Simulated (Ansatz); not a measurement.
HfN films: biaxial stress and wafer bow

Plane-wave DFT in Ansatz, r2SCAN, scalar-relativistic PAW potentials, cutoff 500 eV, no spin-orbit coupling; no spin polarisation. HfN in space group P6_3/mmc, a structure that wasn't matched to a measured phase, strained equally along a and b of the conventional cell, with c and the atoms relaxed within the symmetry (a film with c along the normal). Stress is the in-plane mean, tension positive.

```csv
strain (%),stress (GPa),E − E(0) (meV/atom)
-6.0,?,182.6
-4.0,-28.75,79.0
-2.0,-13.54,18.8
+0.0,0.10,0.0
+2.0,12.39,18.5
+4.0,23.35,71.6
```

Task: Fit the stress, get the biaxial modulus and predict the missing row.

Result: A parabola through the given rows is σ = 0.12 + 6.507 ε -0.1759 ε² GPa (ε in %), so M = dσ/dε = 651 GPa at zero. It predicts -45.25 GPa at -6.0 %; the run gave -44.71 GPa. The miss is 0.54 GPa, so the fit holds even one step beyond its range. The negative square term means that the film is stiffer in compression than in tension. The energies check it: E/V = Mε² at small strain, and a cubic fit with V = 11.61 Å³/atom gives M = 649 GPa, in agreement.

Task: How much does a 100 nm film at -0.3 % strain bow a 300 mm Si(001) wafer 775 μm thick?

Result: The fit, without its small constant, gives σ = -1.97 GPa. Stoney's formula, κ = 6σt_f/(M_s t_s²) with M_s = 180.5 GPa for Si(001) (literature), gives |κ| = 10.90×10⁻³ m⁻¹ and a bow κr²/2 = 122.7 μm at r = 150 mm, with the film side convex (compression pushes the centre up). This assumes a single-crystal or fully textured, unrelaxed film at 0 K.

The cell has no gap in any row, so the stresses hang on mesh and smearing.

Cost: about 30 core-minutes for the runs cited, on Intel Xeon Processor @ 2.50GHz (Skylake/Cascade Lake) (shared hosts).

This form isn't the usual stable structure of the compound.